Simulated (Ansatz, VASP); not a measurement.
**ZnS in VASP and in Ansatz**

Contents of POSCAR:

```
ZnS
1.0
    0.0000000000      2.7469343795      2.7469343795
    2.7469343795      0.0000000000      2.7469343795
    2.7469343795      2.7469343795      0.0000000000
Zn S
1 1
Direct
    0.2500000000      0.2500000000      0.2500000000
    0.0000000000      0.0000000000      0.0000000000
```

INCAR.step1

```
  PREC = Accurate
  ENCUT = 520
  ISMEAR = 0
  SIGMA = 0.01
  LREAL = False
  LASPH = True
  NELM = 60
  NBANDS = 16
  GGA = PE
  ALGO = Normal
  EDIFF = 1E-4
  LWAVE = True
  LCHARG = False
```

INCAR.step2

```
  PREC = Accurate
  ENCUT = 520
  EDIFF = 1E-6
  ISMEAR = 0
  SIGMA = 0.01
  LREAL = False
  LASPH = True
  NELM = 60
  ALGO = Normal
  ISIF = 2
  LWAVE = False
  LCHARG = False
  METAGGA = R2SCAN
  LMIXTAU = True
  NBANDS = 16
  ISTART = 1
```

Contents of KPOINTS:

```
regular mesh
0
Gamma
  6 6 6
```

Input for Ansatz:

```yaml
crystal:
  lattice:
    - [0.0, 2.7469343795, 2.7469343795]
    - [2.7469343795, 0.0, 2.7469343795]
    - [2.7469343795, 2.7469343795, 0.0]
  atoms:
    - { symbol: Zn, position: [0.25, 0.25, 0.25] }
    - { symbol: S, position: [0.0, 0.0, 0.0] }
kpoints:
  mp_grid: { grid: [6, 6, 6] }
hamiltonian:
  xc: r2scan
scf:
  occupations: { method: fixed }
  n_extra_bands: 4
output:
  forces: true
  stress: true
  eigenvalues: true
```

Alike in both runs: task single point; functional r2SCAN; k mesh 6 × 6 × 6; no spin polarisation.

|  | VASP | Ansatz |
| --- | --- | --- |
| version | VASP 6.6.1 | Ansatz 0.2.0 |
| potentials or method | VASP PAW PBE potentials, release 64 (Zn, S) | plane waves, PAW |
| plane-wave cutoff (eV) | 520 | 500 |
| occupations | gaussian, width 0.01 eV | fixed |
| valence electrons in the cell | 18 | 18 |

|  | VASP | Ansatz | Ansatz less VASP |
| --- | --- | --- | --- |
| gap on the k mesh at the Fermi level (eV) | 2.45 | 2.44 | -0.006 |
| pressure (GPa) | -4.0 | -4.0 | -0.03 |

Caveats: the PAW data sets were made with another functional, which shifts forces and pressure a little (VASP). r2SCAN opens gaps a little over a GGA but as a rule still falls short of measured ones.
